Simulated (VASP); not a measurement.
# MgS in VASP: one cell, several levels of theory, part 3 of 3

The system is MgS built on the wurtzite prototype, a generated structure that needn't be the ground state.

VASP 6.6.1, plane waves, PAW. The steps go on from the part before.

### Step 4. PBEsol at this geometry

INCAR

```
ENCUT = 520.000000
SIGMA = 0.010000
EDIFF = 1.00e-07
GGA = PS
PREC = Accurate
IBRION = -1
ISIF = 2
ISMEAR = 0
NBANDS = 16
NELM = 120
NSW = 0
LASPH = .TRUE.
LCHARG = .TRUE.
LELF = .TRUE.
LWAVE = .FALSE.
LREAL = .FALSE.
```

KPOINTS

```
KPOINTS created by Atomic Simulation Environment
0
Gamma
12 12 4
0 0 0
```

KPOINTS_OPT

```
special points
6
Reciprocal
0.0000000000 0.0000000000 0.0000000000 1
0.5000000000 0.0000000000 0.0000000000 1
0.3333333333 0.3333333333 0.0000000000 1
0.0000000000 0.0000000000 0.5000000000 1
0.5000000000 0.0000000000 0.5000000000 1
0.3333333333 0.3333333333 0.5000000000 1
```

POSCAR

```
Mg S
 1.0000000000000000
     4.0286256267095988   -0.0000000000000000   -0.0000000000000000
    -2.0143128133547994    3.4888921350675175    0.0000000000000000
    -0.0000000000000000   -0.0000000000000000    6.4543928108598783
 Mg  S
   2   2
Cartesian
 -0.0000000000000001  2.3259280900450121 -0.0185416518835357
  2.0143128133547994  1.1629640450225061  3.2086547535464041
 -0.0000000000000001  2.3259280900450121  2.4389389559559902
  2.0143128133547994  1.1629640450225061  5.6661353613859298
```

Potentials: the recommended PBE PAW datasets, 16 valence electrons in the neutral cell.

The run is started by

```sh
$ mpirun -np 1 vasp_std
```

Standard output, without the iteration lines:

```text
POSCAR found type information on POSCAR MgS
 POSCAR found :  2 types and       4 ions
 -----------------------------------------------------------------------------
|                                                                             |
|                                                                             |
|     You enforced a specific xc type in the INCAR file but a different       |
|     I HOPE YOU KNOW WHAT YOU ARE DOING!                                     |
|                                                                             |
 -----------------------------------------------------------------------------

 LDA part: xc-table for (Slater+PW92), standard interpolation
 POSCAR, INCAR and KPOINTS ok, starting setup
 FFT: planning ... GRIDC
 FFT: planning ... GRID_SOFT
 FFT: planning ... GRID
 WAVECAR not read
 entering main loop
 Start KPOINTS_OPT (optional k-point list driver)
k-point batch [1-6\6]
```

OSZICAR:

```text
N       E                     dE             d eps       ncg     rms          rms(c)
DAV:   1     0.591472997319E+02    0.59147E+02   -0.59289E+03  1824   0.805E+02
DAV:   2    -0.130152528888E+02   -0.72163E+02   -0.66405E+02  2672   0.136E+02
DAV:   3    -0.187536996818E+02   -0.57384E+01   -0.57164E+01  2416   0.412E+01
DAV:   4    -0.188213687103E+02   -0.67669E-01   -0.67657E-01  2264   0.552E+00
DAV:   5    -0.188226058442E+02   -0.12371E-02   -0.12371E-02  2408   0.756E-01    0.529E+00
DAV:   6    -0.179421957453E+02    0.88041E+00   -0.13095E+00  1976   0.526E+00    0.387E+00
DAV:   7    -0.178673662454E+02    0.74829E-01   -0.32286E-01  2264   0.264E+00    0.278E+00
DAV:   8    -0.178739549304E+02   -0.65887E-02   -0.29501E-02  2024   0.111E+00    0.172E+00
DAV:   9    -0.178715677848E+02    0.23871E-02   -0.39928E-03  2184   0.405E-01    0.407E-01
DAV:  10    -0.178717804634E+02   -0.21268E-03   -0.10816E-03  2360   0.149E-01    0.383E-02
DAV:  11    -0.178718031012E+02   -0.22638E-04   -0.53115E-05  2208   0.393E-02    0.613E-02
DAV:  12    -0.178718030916E+02    0.95031E-08   -0.63254E-06  2320   0.130E-02    0.773E-03
DAV:  13    -0.178718037543E+02   -0.66264E-06   -0.71773E-07  2136   0.439E-03    0.311E-03
DAV:  14    -0.178718037320E+02    0.22308E-07   -0.29543E-08  1944   0.929E-04
   1 F= -.17871804E+02 E0= -.17871804E+02  d E =-.315267E-23
       N       E                     dE             ncg
DAV:   1     0.216146135302E+04   -0.20625E+04      192
DAV:   2     0.174879230022E+04   -0.41267E+03      280
DAV:   3     0.171893267754E+04   -0.29860E+02      248
DAV:   4     0.171858537435E+04   -0.34730E+00      256
DAV:   5     0.171857910923E+04   -0.62651E-02      224
DAV:   6     0.171857895002E+04   -0.15922E-03      264
DAV:   7     0.171857894542E+04   -0.45952E-05      224
DAV:   8     0.171857894528E+04   -0.14149E-06      256
DAV:   9     0.171857894527E+04   -0.42080E-08      168
```

From OUTCAR:

```text
k-points           NKPTS =     57   k-points in BZ     NKDIM =     57   number of bands    NBANDS=     16

   NELECT =      16.0000    total number of electrons

   dimension x,y,z NGX =    30 NGY =   30 NGZ =   48
   dimension x,y,z NGXF=    60 NGYF=   60 NGZF=   96

  energy-cutoff  :      520.00
  volume of cell :       90.72
      direct lattice vectors                 reciprocal lattice vectors
     4.028625627  0.000000000  0.000000000     0.248223611  0.143311969  0.000000000
    -2.014312813  3.488892135  0.000000000     0.000000000  0.286623937  0.000000000
     0.000000000  0.000000000  6.454392811     0.000000000  0.000000000  0.154933241

 k-points in reciprocal lattice and weights: KPOINTS created by Atomic Simulation Env
   0.00000000  0.00000000  0.00000000       0.002
   0.08333333  0.00000000  0.00000000       0.010
   0.16666667  0.00000000  0.00000000       0.010
   0.25000000  0.00000000  0.00000000       0.010
   0.33333333  0.00000000  0.00000000       0.010
   0.41666667  0.00000000  0.00000000       0.010
   0.50000000  0.00000000  0.00000000       0.005
   0.08333333  0.08333333  0.00000000       0.010
[... 49 more k-points ...]

 E-fermi :   1.1641

 k-point     1 :       0.0000    0.0000    0.0000
  band No.  band energies     occupation
      1     -10.2779      2.00000
      2      -9.5433      2.00000
      3      -2.1602      2.00000
      4       0.5698      2.00000
      5       0.5698      2.00000
      6       0.9861      2.00000
      7       0.9861      2.00000
      8       1.0988      2.00000
      9       4.3999      0.00000
     10       5.7169      0.00000
     11       8.5447      0.00000
     12       8.5447      0.00000
     13       9.2257      0.00000
     14       9.5716      0.00000
     15       9.5716      0.00000
     16      10.0539      0.00000

 k-point     2 :       0.0833    0.0000    0.0000
  band No.  band energies     occupation
      1     -10.2429      2.00000
      2      -9.5254      2.00000
      3      -2.1050      2.00000
      4       0.3409      2.00000
      5       0.5087      2.00000
      6       0.7280      2.00000
      7       0.9710      2.00000
      8       1.0725      2.00000
      9       4.7031      0.00000
     10       5.9756      0.00000
     11       8.2943      0.00000
     12       8.7025      0.00000
     13       9.2296      0.00000
     14       9.3781      0.00000
     15       9.7246      0.00000
     16       9.7580      0.00000

 k-point     3 :       0.1667    0.0000    0.0000
  band No.  band energies     occupation
      1     -10.1428      2.00000
      2      -9.4778      2.00000
      3      -1.9437      2.00000
      4      -0.2126      2.00000
      5       0.1788      2.00000
      6       0.3598      2.00000
      7       0.9190      2.00000
      8       0.9866      2.00000
      9       5.3585      0.00000
     10       6.4766      0.00000
     11       7.9710      0.00000
     12       8.4232      0.00000
     13       9.0803      0.00000
     14       9.2226      0.00000
     15       9.6688      0.00000
     16       9.7671      0.00000

 k-point     4 :       0.2500    0.0000    0.0000
  band No.  band energies     occupation
      1      -9.9931      2.00000
      2      -9.4169      2.00000
      3      -1.6940      2.00000
      4      -0.8449      2.00000
      5      -0.4010      2.00000
      6       0.1835      2.00000
      7       0.8289      2.00000
      8       0.8365      2.00000
      9       5.9619      0.00000
     10       6.5282      0.00000
     11       7.5823      0.00000
     12       8.2783      0.00000
     13       9.0083      0.00000
     14       9.0473      0.00000
     15       9.6812      0.00000
     16      10.2018      0.00000

 k-point     5 :       0.3333    0.0000    0.0000
  band No.  band energies     occupation
      1      -9.8210      2.00000
      2      -9.3675      2.00000
      3      -1.5091      2.00000
      4      -1.2622      2.00000
      5      -0.8825      2.00000
      6       0.0277      2.00000
      7       0.5943      2.00000
      8       0.7496      2.00000
      9       6.0266      0.00000
     10       6.4512      0.00000
     11       7.0037      0.00000
     12       8.6670      0.00000
     13       8.7746      0.00000
     14       9.4768      0.00000
     15       9.6491      0.00000
     16      11.1968      0.00000

 k-point     6 :       0.4167    0.0000    0.0000
  band No.  band energies     occupation
      1      -9.6679      2.00000
      2      -9.3506      2.00000
      3      -1.8033      2.00000
      4      -1.2468      2.00000
      5      -0.9578      2.00000
      6      -0.0769      2.00000
      7       0.3179      2.00000
      8       0.6854      2.00000
      9       5.8171      0.00000
     10       6.2774      0.00000
     11       6.8312      0.00000
     12       8.5853      0.00000
     13       9.0424      0.00000
     14       9.6001      0.00000
     15      10.0349      0.00000
     16      11.8967      0.00000

 k-point     7 :       0.5000    0.0000    0.0000
  band No.  band energies     occupation
      1      -9.5988      2.00000
      2      -9.3556      2.00000
      3      -1.9271      2.00000
      4      -1.3502      2.00000
      5      -0.7943      2.00000
      6      -0.1135      2.00000
      7       0.1603      2.00000
      8       0.6620      2.00000
      9       5.7331      0.00000
     10       6.1680      0.00000
     11       6.8025      0.00000
     12       8.5199      0.00000
     13       9.2806      0.00000
     14       9.6302      0.00000
     15      10.0730      0.00000
     16      12.0734      0.00000

 k-point     8 :       0.0833    0.0833    0.0000
  band No.  band energies     occupation
      1     -10.1753      2.00000
      2      -9.4927      2.00000
      3      -1.9967      2.00000
      4       0.0074      2.00000
      5       0.1917      2.00000
      6       0.5217      2.00000
      7       0.9029      2.00000
      8       1.0163      2.00000
      9       5.1802      0.00000
     10       6.3935      0.00000
     11       7.9492      0.00000
     12       8.6680      0.00000
     13       9.1148      0.00000
     14       9.3178      0.00000
     15       9.4372      0.00000
     16       9.6448      0.00000

 k-point     9 :       0.1667    0.0833    0.0000
  band No.  band energies     occupation
      1     -10.0501      2.00000
      2      -9.4383      2.00000
      3      -1.7897      2.00000
      4      -0.5399      2.00000
      5      -0.2948      2.00000
      6       0.2862      2.00000
      7       0.7957      2.00000
      8       0.8953      2.00000
      9       5.8421      0.00000
     10       6.8061      0.00000
     11       7.7514      0.00000
     12       7.9173      0.00000
     13       8.9407      0.00000
     14       9.0534      0.00000
     15       9.7197      0.00000
     16      10.0114      0.00000

 k-point    10 :       0.2500    0.0833    0.0000
  band No.  band energies     occupation
      1      -9.8882      2.00000
      2      -9.3831      2.00000
      3      -1.5217      2.00000
      4      -1.1027      2.00000
      5      -0.7312      2.00000
      6       0.0403      2.00000
      7       0.6825      2.00000
      8       0.7001      2.00000
      9       6.2984      0.00000
     10       6.6789      0.00000
     11       7.1660      0.00000
     12       8.2817      0.00000
     13       8.7094      0.00000
     14       9.0980      0.00000
     15       9.7960      0.00000
     16      10.6434      0.00000

 k-point    11 :       0.3333    0.0833    0.0000
  band No.  band energies     occupation
      1      -9.7223      2.00000
      2      -9.3515      2.00000
      3      -1.6228      2.00000
      4      -1.1813      2.00000
      5      -1.0120      2.00000
      6      -0.1455      2.00000
      7       0.4371      2.00000
      8       0.5876      2.00000
      9       6.1686      0.00000
     10       6.4677      0.00000
     11       6.9336      0.00000
     12       8.5768      0.00000
     13       8.7470      0.00000
     14       9.6457      0.00000
     15       9.7284      0.00000
     16      11.3453      0.00000

 k-point    12 :       0.4167    0.0833    0.0000
  band No.  band energies     occupation
      1      -9.6025      2.00000
      2      -9.3528      2.00000
      3      -1.8541      2.00000
      4      -1.2998      2.00000
      5      -0.8096      2.00000
      6      -0.2413      2.00000
      7       0.1873      2.00000
      8       0.5329      2.00000
      9       6.0187      0.00000
     10       6.2072      0.00000
     11       6.9456      0.00000
     12       8.5234      0.00000
     13       9.1361      0.00000
     14       9.5875      0.00000
     15      10.0969      0.00000
     16      11.9109      0.00000

[... the tables of k-points 13 to 57 left out ...]

  Total       -0.2095937     -0.2095937     -0.2757876      0.0000000      0.0000000      0.0000000
  in kB       -3.7015948     -3.7015948     -4.8706332      0.0000000      0.0000000      0.0000000
  external PRESSURE =      -4.0912743 kB  Pullay stress =       0.0000000 kB

 POSITION                                       TOTAL-FORCE (eV/Angst)
 -----------------------------------------------------------------------------------
      0.00000      2.32593      6.43585        -0.000000      0.000000     -0.006071
      2.01431      1.16296      3.20865         0.000000     -0.000000     -0.006071
      0.00000      2.32593      2.43894        -0.000000     -0.000000      0.006071
      2.01431      1.16296      5.66614        -0.000000      0.000000      0.006071
 -----------------------------------------------------------------------------------
    total drift:                                0.000000      0.000000      0.000410

  FREE ENERGIE OF THE ION-ELECTRON SYSTEM (eV)
  ---------------------------------------------------
  free  energy   TOTEN  =       -17.8718037320 eV

  energy  without entropy=      -17.8718037320  energy(sigma->0) =      -17.87180373
```

It took 31 s on 1 MPI rank of Intel Xeon 6975P-C, shared host; peak memory 0.26 GiB.

The levels at the points of KPOINTS_OPT are read from vasprun.xml.

Near the gap, in eV above the top of the last filled band v; c is the band after it:

| point | v−1 | v | c | c+1 |
| --- | --- | --- | --- | --- |
| Γ | -0.11 | 0.00 | 3.30 | 4.62 |
| M | -0.94 | -0.44 | 4.63 | 5.07 |
| K | -1.35 | -1.35 | 4.69 | 6.92 |
| A | -0.33 | -0.33 | 4.81 | 4.81 |
| L | -0.81 | -0.81 | 4.52 | 4.52 |
| H | -0.52 | -0.52 | 5.69 | 5.69 |

The PBEsol gap is 3.30 eV, direct at Γ. The pressure is -0.41 GPa; the forces vanish within 0.01 eV/Å.

### Step 5. What came out

What follows sums up all 3 parts.

| level | gap (eV) | pressure (GPa) |
| --- | --- | --- |
| PBE | 3.47 | 0.91 |
| LDA | 3.19 | -2.39 |
| PBEsol | 3.30 | -0.41 |

What this shows: The gap spans 3.19 eV (LDA) to 3.47 eV (PBE). The pressure is highest with PBE (0.9 GPa) and lowest with LDA (-2.4 GPa), which orders the cells that they would relax to.
